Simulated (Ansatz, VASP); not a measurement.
Si4S: VASP beside Ansatz

```
CELL_PARAMETERS angstrom
4.11415 0.00000 0.00000
-2.05707 3.56296 0.00000
0.00000 0.00000 6.14252
ATOMIC_POSITIONS crystal
Si 0.33333 0.66667 0.72089
Si 0.66667 0.33333 0.72089
Si 0.66667 0.33333 0.27911
Si 0.33333 0.66667 0.27911
S 0.00000 0.00000 0.00000
```

Alike in both runs: task relaxation of cell and atoms; functional PBE; k mesh 12 × 12 × 6; occupations gaussian, width 0.1 eV; no spin polarisation.

```csv
,VASP,Ansatz
version,VASP 6.6.1,Ansatz 0.2.0
potentials or method,"VASP PAW PBE potentials, release 64 (Si, S)","scalar-relativistic, plane waves, PAW"
plane-wave cutoff (eV),600,420
valence electrons in the cell,22,22
```

VASP gave:

```
gap on the k mesh at the Fermi level, each at its own relaxed structure (eV) : none
relaxed volume (Å³/atom)                                                     : 18.86
relaxed cell length with the largest relative difference (Å)                 : 4.032
energy change over the relaxation (meV/atom)                                 : -22
```

**Question.** What did Ansatz give for the same quantities?

**Answer.** gap on the k mesh at the Fermi level, each at its own relaxed structure (eV): none; relaxed volume (Å³/atom): 18.87; relaxed cell length with the largest relative difference (Å): 4.033; energy change over the relaxation (meV/atom): -22.

A gap of «none» marks a metal or a gap that the smearing closes.
